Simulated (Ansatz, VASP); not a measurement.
# Two plane-wave programs on Si

The input INCAR:

```
ALGO = Fast
EDIFF = 1E-6
ENCUT = 520
GGA = PE
ISIF = 2
ISMEAR = 0
LASPH = T
LCHARG = F
LREAL = F
LWAVE = F
NBANDS = 16
NELM = 100
PREC = Accurate
SIGMA = 0.05
```

File KPOINTS:

```
k-points
0
Gamma
  8 8 6
```

Contents of POSCAR:

```
Si
1.0
    0.0000000000     -2.6890902545     -2.6890902545
    0.0000000000      2.6890902545     -2.6890902545
    5.3781805090      0.0000000000      0.0000000000
Si
4
Direct
    0.5039640536      0.5145972412      0.0000000000
   -0.0039640536     -0.0145972412      0.5000000000
    1.0039640536      0.4854027588      0.2500000000
    0.4960359464      0.0145972412      0.7500000000
```

Input for Ansatz:

```yaml
crystal:
  lattice:
    - [0.0, -2.6890902545, -2.6890902545]
    - [0.0, 2.6890902545, -2.6890902545]
    - [5.378180509, 0.0, 0.0]
  atoms:
    - { symbol: Si, position: [0.5039640536, 0.5145972412, 0.0] }
    - { symbol: Si, position: [-0.0039640536, -0.0145972412, 0.5] }
    - { symbol: Si, position: [1.0039640536, 0.4854027588, 0.25] }
    - { symbol: Si, position: [0.4960359464, 0.0145972412, 0.75] }
basis:
  ecutwfc: 420
kpoints:
  mp_grid: { grid: [8, 8, 6] }
hamiltonian:
  xc: pbe
  pseudopotentials: { kind: paw, azcp: { folder: soft_1 } }
scf:
  occupations: { method: gaussian, width: 0.05 }
output:
  forces: true
  stress: true
  eigenvalues: true
```

Change from the starting cell: mode 4 frozen in at -0.059 Å, equal normal strain along x, y and z -0.0167.

Alike in both runs: task single point; functional PBE; k mesh 8 × 8 × 6; occupations gaussian, width 0.05 eV; no spin polarisation.

|  | VASP | Ansatz |
| --- | --- | --- |
| version | VASP 6.6.1 | Ansatz 0.2.0 |
| potentials or method | VASP PAW PBE potentials, release 64 (Si) | scalar-relativistic, plane waves, PAW |
| plane-wave cutoff (eV) | 520 | 420 |
| valence electrons in the cell | 16 | 16 |

```tsv
	VASP	Ansatz	Ansatz less VASP
gap on the k mesh at the Fermi level (eV)	0.54	0.54	-0.001
least direct gap on the mesh (eV)	0.65	0.64	0.000
pressure (GPa)	4.8	4.9	+0.08
largest component of the traceless stress (GPa)	0.08	0.08	+0.001
rms of the force components (eV/Å)	0.062	0.061	-0.0005
```

Atom by atom the forces differ by 0.001 eV/Å (rms over components). The functional is the same, so the differences come from potentials, cutoffs and numerics.

A k mesh can miss the band edges.
